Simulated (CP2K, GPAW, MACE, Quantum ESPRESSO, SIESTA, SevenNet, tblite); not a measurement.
# Running random wurtzite alloy of AlN and GaN (72 atoms) with CP2K, part 3 of 3

How do the settings of CP2K change the result for random wurtzite alloy of AlN and GaN (72 atoms)? A plane-wave run serves as the yardstick.

Program: CP2K 2026.2; the method stands at each step. Banners, paths, timers and routine set-up lines are dropped from the logs unmarked, and long logs keep their key lines alone; longer cuts are marked.

So far. Step 6 (PBE, DZVP-MOLOPT-SR, 800/50 Ry, TC2 filter 1e-04, SCF …): Against the first run (5.3 %), the force difference from the reference is 15 %, at 0.48 times the CPU time (5 SCF steps against 12). Step 7 (PBE, DZVP-MOLOPT-SR, 280/50 Ry, OT CG): Against the first run (5.3 %), the force difference from the reference is 46 %, at 3.0 times the CPU time (on 2 against 4 cores) (68 SCF steps against 12).

### 8. LDA, DZVP-MOLOPT-SR, 800/50 Ry, OT CG

Method: Kohn-Sham DFT, LDA, GTH-PADE pseudopotentials, Gaussian and plane waves, DZVP-MOLOPT-SR-GTH, orbital transformation.

File input.inp:

```
&GLOBAL
  PROJECT cell
  RUN_TYPE ENERGY_FORCE
  PRINT_LEVEL LOW
&END GLOBAL
&FORCE_EVAL
  METHOD QS
  STRESS_TENSOR ANALYTICAL
  &DFT
    BASIS_SET_FILE_NAME BASIS_MOLOPT
    POTENTIAL_FILE_NAME GTH_POTENTIALS
    &MGRID
      CUTOFF 800
      REL_CUTOFF 50
      NGRIDS 5
    &END MGRID
    &QS
      EPS_DEFAULT 1.0E-12
    &END QS
    &SCF
      SCF_GUESS ATOMIC
      EPS_SCF 1.0E-06
      MAX_SCF 30
      &OT
        MINIMIZER CG
        PRECONDITIONER FULL_ALL
        ENERGY_GAP 0.001
      &END OT
      &OUTER_SCF
        EPS_SCF 1.0E-06
        MAX_SCF 8
      &END OUTER_SCF
      &PRINT
        &RESTART OFF
        &END RESTART
      &END PRINT
    &END SCF
    &XC
      &XC_FUNCTIONAL PADE
      &END XC_FUNCTIONAL
    &END XC
    &PRINT
      &MULLIKEN ON
      &END MULLIKEN
      &HIRSHFELD ON
        SHAPE_FUNCTION DENSITY
      &END HIRSHFELD
      &MO_CUBES
        NHOMO 1
        NLUMO 4
        WRITE_CUBE F
      &END MO_CUBES
    &END PRINT
  &END DFT
  &SUBSYS
    &CELL
      A 9.36180 0.00000 0.00000
      B -4.68090 8.10756 0.00000
      C 0.00000 0.00000 10.00920
    &END CELL
    &COORD
[... 72 atom lines left out: the same atoms as in the first run ...]
    &END COORD
    &KIND Al
      BASIS_SET DZVP-MOLOPT-SR-GTH-q3
      POTENTIAL GTH-PADE-q3
    &END KIND
    &KIND N
      BASIS_SET DZVP-MOLOPT-SR-GTH-q5
      POTENTIAL GTH-PADE-q5
    &END KIND
    &KIND Ga
      BASIS_SET DZVP-MOLOPT-SR-GTH-q13
      POTENTIAL GTH-PADE-q13
    &END KIND
  &END SUBSYS
  &PRINT
    &FORCES ON
    &END FORCES
    &STRESS_TENSOR ON
    &END STRESS_TENSOR
  &END PRINT
&END FORCE_EVAL
```

Run with:

```bash
OMP_NUM_THREADS=1 mpirun -np 4 cp2k.psmp -i input.inp > output.txt
```

Numbers of over 12 decimals in the logs are rounded to 6 here.

Output:

```text
CP2K| version string:                                       CP2K version 2026.2
 CP2K| Input file name                                                 input.inp
 GLOBAL| Basis set file name                                        BASIS_MOLOPT
 GLOBAL| Potential file name                                      GTH_POTENTIALS
 GLOBAL| Run type                                                   ENERGY_FORCE
 GLOBAL| Total number of message passing processes                             4
 GLOBAL| Number of threads for this process                                    1
 TOTAL NUMBERS AND MAXIMUM NUMBERS
  Total number of            - Atomic kinds:                                   3
                             - Atoms:                                         72
[... lines left out ...]
 Number of electrons:                                                        328
[... lines left out ...]
  Step     Update method      Time    Convergence         Total energy    Change
[... lines left out ...]
  Total energy:                                              -727.029404
[... lines left out ...]
  Step     Update method      Time    Convergence         Total energy    Change
[... lines left out ...]
  *** SCF run converged in     5 steps ***
[... lines left out ...]
  Total energy:                                              -727.029540
[... lines left out ...]
  outer SCF loop converged in   2 iterations or   68 steps
[... lines left out ...]
  Eigenvalues of the occupied subspace spin            1
      -0.35107267     -0.32532620     -0.32189952     -0.31894305
      -0.31671849     -0.31367930     -0.30923479     -0.30670069
      -0.30628886     -0.30365283     -0.30065833     -0.29954210
[...]
0.19983334      0.20916322      0.21196150      0.21671525
 Fermi Energy [eV] :    5.897122
  Using OT eigensolver for additional unoccupied orbitals spin            1
  Lowest Eigenvalues of the unoccupied subspace spin            1
 WARNING : did not converge in ot_eigensolver
 number of iterations          299  exceeded maximum
 current gradient / target gradient   2.3039630085866062E-005  /    1.0000000000000001E-005
       0.35502311      0.39231883      0.39557793      0.40407176
 HOMO - LUMO gap [eV] :    3.763548
 ENERGY| Total FORCE_EVAL ( QS ) energy [hartree]           -727.029540
 FORCES| Atomic forces [hartree/bohr]
 FORCES|   Atom     x               y               z               |f|
 FORCES|      1  3.82034284E-03 -2.62787141E-02 -3.75009943E-03   2.68184467E-02
 FORCES|      2  1.02276635E-02  3.56883421E-02  4.69681245E-03   3.74208887E-02
 FORCES|      3  5.56434817E-03 -1.08209089E-02  4.60764339E-03   1.30109345E-02
[...]
FORCES|     71  1.00075847E-02 -1.47028708E-02 -5.75014419E-03   1.86919854E-02
 FORCES|     72 -2.12752865E-02  3.20995641E-03 -1.79713985E-02   2.80341363E-02
 FORCES| Sum     5.67060047E-05 -1.14171877E-04  2.46771163E-05
 FORCES| Total atomic force                                       1.29845095E-04
 STRESS| Analytical stress tensor [bar]
 STRESS|                        x                   y                   z
 STRESS|      x       -3.88060557159E+04   8.75277901896E+02   3.53913530807E+03
 STRESS|      y        8.75277901896E+02  -2.90754187782E+04  -2.56518876889E+02
 STRESS|      z        3.53913530807E+03  -2.56518876889E+02  -5.13854471332E+04
 STRESS| 1/3 Trace                                            -3.97556405424E+04
```

It took 4.3 min on 4 MPI ranks of Arm Neoverse V2, shared host; peak memory 3.1 GiB.

The solver for the empty levels stopped short of its threshold, so the gap is rough; its iterations count in the time.

Compared with the plane-wave run:

- r.m.s. force component: 0.8929 eV/Å
- r.m.s. difference of force components: 62.61 meV/Å
- longest difference of force vectors: 255.4 meV/Å
- force difference over r.m.s. force: 6.673 %
- slope of forces against the reference's: 0.9504
- correlation of force components: 0.9989
- gap (highest filled to lowest empty level): 3.764 eV
- gap difference: 0.053 eV
- pressure: -3.976 GPa
- pressure difference: -9.448 GPa

Against the first run (5.3 %), the force difference from the reference is 6.7 %, at 3.1 times the CPU time (68 SCF steps against 12); the model has changed, so this is no error of the program alone.

### 9. PBE, DZVP-MOLOPT-SR, 400/50 Ry, OT CG

Method: Kohn-Sham DFT, PBE, GTH-PBE pseudopotentials, Gaussian and plane waves, DZVP-MOLOPT-SR-GTH, orbital transformation.

input.inp: that of step 8 with these lines changed.

```diff
@@ -12,5 +12,4 @@
     &MGRID
-      CUTOFF 800
+      CUTOFF 400
       REL_CUTOFF 50
-      NGRIDS 5
     &END MGRID
@@ -38,3 +37,3 @@
     &XC
-      &XC_FUNCTIONAL PADE
+      &XC_FUNCTIONAL PBE
       &END XC_FUNCTIONAL
@@ -65,3 +64,3 @@
       BASIS_SET DZVP-MOLOPT-SR-GTH-q3
-      POTENTIAL GTH-PADE-q3
+      POTENTIAL GTH-PBE-q3
     &END KIND
@@ -69,3 +68,3 @@
       BASIS_SET DZVP-MOLOPT-SR-GTH-q5
-      POTENTIAL GTH-PADE-q5
+      POTENTIAL GTH-PBE-q5
     &END KIND
@@ -73,3 +72,3 @@
       BASIS_SET DZVP-MOLOPT-SR-GTH-q13
-      POTENTIAL GTH-PADE-q13
+      POTENTIAL GTH-PBE-q13
     &END KIND
```

Output:

```text
CP2K| version string:                                       CP2K version 2026.2
 CP2K| Input file name                                                 input.inp
 GLOBAL| Basis set file name                                        BASIS_MOLOPT
 GLOBAL| Potential file name                                      GTH_POTENTIALS
 GLOBAL| Run type                                                   ENERGY_FORCE
 GLOBAL| Total number of message passing processes                             4
 GLOBAL| Number of threads for this process                                    1
 TOTAL NUMBERS AND MAXIMUM NUMBERS
  Total number of            - Atomic kinds:                                   3
                             - Atoms:                                         72
[... lines left out ...]
 Number of electrons:                                                        328
[... lines left out ...]
  Step     Update method      Time    Convergence         Total energy    Change
[... lines left out ...]
  Total energy:                                              -726.011112
[... lines left out ...]
  Step     Update method      Time    Convergence         Total energy    Change
[... lines left out ...]
  *** SCF run converged in     5 steps ***
[... lines left out ...]
  Total energy:                                              -726.011489
[... lines left out ...]
  outer SCF loop converged in   2 iterations or   68 steps
[... lines left out ...]
  Eigenvalues of the occupied subspace spin            1
      -0.34360835     -0.31818188     -0.31481740     -0.31194131
      -0.30962870     -0.30618431     -0.30196906     -0.30022761
      -0.29914902     -0.29644708     -0.29303923     -0.29204078
[...]
0.21169301      0.22043062      0.22333869      0.22803353
 Fermi Energy [eV] :    6.205108
  Using OT eigensolver for additional unoccupied orbitals spin            1
  Lowest Eigenvalues of the unoccupied subspace spin            1
 WARNING : did not converge in ot_eigensolver
 number of iterations          299  exceeded maximum
 current gradient / target gradient   1.6689170665513584E-005  /    1.0000000000000001E-005
       0.36696255      0.40809667      0.41152488      0.41965906
 HOMO - LUMO gap [eV] :    3.780451
 ENERGY| Total FORCE_EVAL ( QS ) energy [hartree]           -726.011489
 FORCES| Atomic forces [hartree/bohr]
 FORCES|   Atom     x               y               z               |f|
 FORCES|      1  4.44482098E-03 -2.80695003E-02 -3.37252317E-03   2.86186511E-02
 FORCES|      2  1.05518048E-02  3.73595391E-02  3.56913284E-03   3.89847977E-02
 FORCES|      3  6.71405310E-03 -1.01082236E-02  4.32973702E-03   1.28841498E-02
[...]
FORCES|     71  1.01019447E-02 -1.53117363E-02 -6.58251967E-03   1.94891795E-02
 FORCES|     72 -2.23413719E-02  3.92458683E-03 -1.86374657E-02   2.93580382E-02
 FORCES| Sum    -2.32602998E-03  5.62114150E-03 -1.15348337E-02
 FORCES| Total atomic force                                       1.30407069E-02
 STRESS| Analytical stress tensor [bar]
 STRESS|                        x                   y                   z
 STRESS|      x        5.54325676711E+04   6.22474661740E+02   4.07997199743E+03
 STRESS|      y        6.22474661740E+02   6.55871407297E+04  -4.78688371255E+02
 STRESS|      z        4.07997199743E+03  -4.78688371255E+02   3.65930509133E+04
 STRESS| 1/3 Trace                                             5.25375864380E+04
```

Elapsed: 5.4 min, on 4 MPI ranks; peak memory 2.1 GiB.

The solver for the empty levels stopped short of its threshold, so the gap is rough; its iterations count in the time.

Against the reference:

| Property | Result |
| --- | --- |
| r.m.s. force component | 0.9456 eV/Å |
| r.m.s. difference of force components | 72.7 meV/Å |
| longest difference of force vectors | 483.5 meV/Å |
| force difference over r.m.s. force | 7.748 % |
| slope of forces against the reference's | 1.005 |
| correlation of force components | 0.997 |
| gap (highest filled to lowest empty level) | 3.78 eV |
| gap difference | 0.07 eV |
| pressure | 5.254 GPa |
| pressure difference | -0.2182 GPa |
| energy less the same-level run's | -1.083 meV/atom |
| r.m.s. force difference from the same-level run | 56.36 meV/Å |

This is a coarse setting, run to see what it loses.

Against the first run (5.3 %), the force difference from the reference is 7.7 %, at 3.9 times the CPU time (68 SCF steps against 12).

The difference per atom is largest on Ga (0.37 eV/Å on average, against 0.091 on N). The forces add up to 0.67 eV/Å instead of zero, usually a sign of too coarse a grid.

### 10. Side by side

Differences are against the plane-wave reference, forces as r.m.s. over components; share is that over the reference's r.m.s. force, slope the least-squares factor from reference forces to these. Total energies of different programs have different zeros and aren't compared.

| run | Δ force, r.m.s. (meV/Å) | share (%) | slope | Δ pressure (GPa) | Δ gap (eV) | cores | CPU time | memory (GiB) |
| --- | --- | --- | --- | --- | --- | --- | --- | --- |
| reference | - | - | - | - | - | 4 | 13 min | 3.4 |
| CP2K PBE, DZVP-MOLOPT-SR, 800/50 Ry, diagonalisation | 50.0 | 5.32 | 1.007 | -0.353 | 0.0699 | 4 | 5.5 min | 5.1 |
| CP2K PBE, SZV-MOLOPT-SR, 800/50 Ry, OT CG (coarse) | 274 | 29.2 | 1.157 | 11.9 | 0.0621 | 2 | 10 min | 1.8 |
| CP2K PBE, DZVP-MOLOPT-SR, 800/50 Ry, TC2 filter 1e-03, SCF 1e-04 (coarse) | 189 | 20.1 | 1.078 | -0.485 | - | 4 | 2.3 min | 3.1 |
| CP2K PBE, DZVP-MOLOPT-SR, 800/50 Ry, TC2 filter 1e-07, SCF 1e-07 | 51.6 | 5.50 | 1.005 | -0.358 | - | 4 | 5.3 min | 3.1 |
| CP2K PBE, DZVP-MOLOPT-SR, 800/50 Ry, TC2 filter 1e-04, SCF 1e-05 (coarse) | 138 | 14.7 | 0.959 | -0.372 | - | 4 | 2.7 min | 3.1 |
| CP2K PBE, DZVP-MOLOPT-SR, 280/50 Ry, OT CG (coarse) | 435 | 46.3 | 1.046 | 0.268 | 0.0693 | 2 | 16 min | 0.71 |
| CP2K LDA, DZVP-MOLOPT-SR, 800/50 Ry, OT CG | 62.6 | 6.67 | 0.950 | -9.45 | 0.053 | 4 | 17 min | 3.1 |
| CP2K PBE, DZVP-MOLOPT-SR, 400/50 Ry, OT CG (coarse) | 72.7 | 7.75 | 1.005 | -0.218 | 0.07 | 4 | 21 min | 2.1 |

Rows marked coarse were listed beforehand as settings not expected to be converged; some can still land near the reference.

CPU time is summed over cores on a shared host, where runs went side by side, so it is rough. Symmetry, cutoffs, thresholds, outputs and thread counts weren't matched or tuned between programs; memory under MPI is the largest rank's times the ranks.

Mean charges by element (e), by run and scheme:

| run | scheme | Al | N | Ga |
| --- | --- | --- | --- | --- |
| CP2K PBE, DZVP-MOLOPT-SR, 800/50 Ry, diagonalisation | Mulliken | +0.83 | -0.78 | +0.39 |
| CP2K PBE, DZVP-MOLOPT-SR, 800/50 Ry, diagonalisation | Hirshfeld | +0.39 | -0.40 | +0.46 |
| CP2K PBE, DZVP-MOLOPT-SR, 800/50 Ry, TC2 filter 1e-07, SCF 1e-07 | Mulliken | +0.83 | -0.78 | +0.39 |
| CP2K LDA, DZVP-MOLOPT-SR, 800/50 Ry, OT CG | Mulliken | +0.66 | -0.60 | +0.12 |
| CP2K LDA, DZVP-MOLOPT-SR, 800/50 Ry, OT CG | Hirshfeld | +0.37 | -0.37 | +0.42 |

Within one program, basis, potentials and functional, energies share a zero. Each run against its twin at the usual cutoff or grid and solver:

| run | twin | Δ energy (meV/atom) | Δ force, r.m.s. (meV/Å) | CPU time over the twin's |
| --- | --- | --- | --- | --- |
| CP2K PBE, DZVP-MOLOPT-SR, 800/50 Ry, TC2 filter 1e-03, SCF 1e-04 | DZVP-MOLOPT-SR, 800/50 Ry, diagonalisation | 0.743 | 182 | 0.42 |
| CP2K PBE, DZVP-MOLOPT-SR, 800/50 Ry, TC2 filter 1e-07, SCF 1e-07 | DZVP-MOLOPT-SR, 800/50 Ry, diagonalisation | 0.0124 | 14.0 | 0.96 |
| CP2K PBE, DZVP-MOLOPT-SR, 800/50 Ry, TC2 filter 1e-04, SCF 1e-05 | DZVP-MOLOPT-SR, 800/50 Ry, diagonalisation | 1.000 | 128 | 0.48 |
| CP2K PBE, DZVP-MOLOPT-SR, 280/50 Ry, OT CG | DZVP-MOLOPT-SR, 800/50 Ry, diagonalisation | -14.9 | 429 | 3.0 (this twin ran on 4 cores) |
| CP2K PBE, DZVP-MOLOPT-SR, 400/50 Ry, OT CG | DZVP-MOLOPT-SR, 800/50 Ry, diagonalisation | -1.08 | 56.4 | 3.9 |

### 11. Results

```
nearest in forces : CP2K PBE, DZVP-MOLOPT-SR, 800/50 Ry, diagonalisation, 5.3 %
its CPU time      : 5.5 min
```

In words: The PBE runs in local orbitals, coarse settings apart, differ by 5.3 % (CP2K PBE, DZVP-MOLOPT-SR, 800/50 Ry, diagonalisation) to 5.5 % (CP2K PBE, DZVP-MOLOPT-SR, 800/50 Ry, TC2 filter 1e-07, SCF 1e-07); basis, grid and potentials can all enter. Rows with another functional or a dispersion term differ by 6.7 % (CP2K LDA, DZVP-MOLOPT-SR, 800/50 Ry, OT CG), which mixes the change of model with differences of basis and potentials. Runs with settings chosen to be coarse differ by 7.7 % (CP2K PBE, DZVP-MOLOPT-SR, 400/50 Ry, OT CG) to 46 % (CP2K PBE, DZVP-MOLOPT-SR, 280/50 Ry, OT CG), their programs' other errors included. Of the electronic-structure runs that take under half the reference's CPU time, CP2K PBE, DZVP-MOLOPT-SR, 800/50 Ry, diagonalisation comes nearest, at 5.3 % in 5.5 min against 13 min. CP2K PBE, SZV-MOLOPT-SR, 800/50 Ry, OT CG stiffens the forces by a factor of 1.16 while following their directions (correlation 0.978); the slopes of the 8 CP2K runs lie between 0.95 and 1.16. At the same functional, gaps differ from the reference's 3.71 eV by between +0.06 and +0.07 eV. These are spacings on the run's k-points, which needn't hold the band edges. In pressure, CP2K PBE, SZV-MOLOPT-SR, 800/50 Ry, OT CG misses by +11.9 GPa, at the same functional. Charges hang on scheme and program or settings: among these rows the mean for Al runs from +0.37 to +0.83 e. With TC2, tightening the sparsity filter from 1e-03 to 1e-07, and the SCF threshold with it, takes the force difference from the cubic solver from 182 to 14 meV/Å, and the CPU time from 0.42 to 0.96 times the cubic solver's. The reference's pressure holds the uncorrected Pulay stress of its 70 Ry basis, so small pressure differences, and their order, may be the reference's own error. The reference's stress is far from hydrostatic: its diagonal is 5.9, 6.9, 3.6 GPa, compression counted positive. The host structure and its lattice constant were typed by rule, without a check against the phase diagram. The reference's pressure of 5.5 GPa belongs to a cell and atoms that aren't relaxed at this level. The electronic-structure runs sample only Γ, in a cell whose shortest periodic width is 8 Å.

[Also dropped from logs without a mark: logging warnings of Python, and SIESTA's first energy breakdown and zero terms.]

[Logs are printed without paths, hosts, clocks, repeated set-up lines and the standing remarks that a program may print on its own settings, such as how far it seeks lower states.]

[Hosts, paths, dates, database ids (printed as entryN), source tags and the programs' standing remarks are cut or masked in the printed files.]
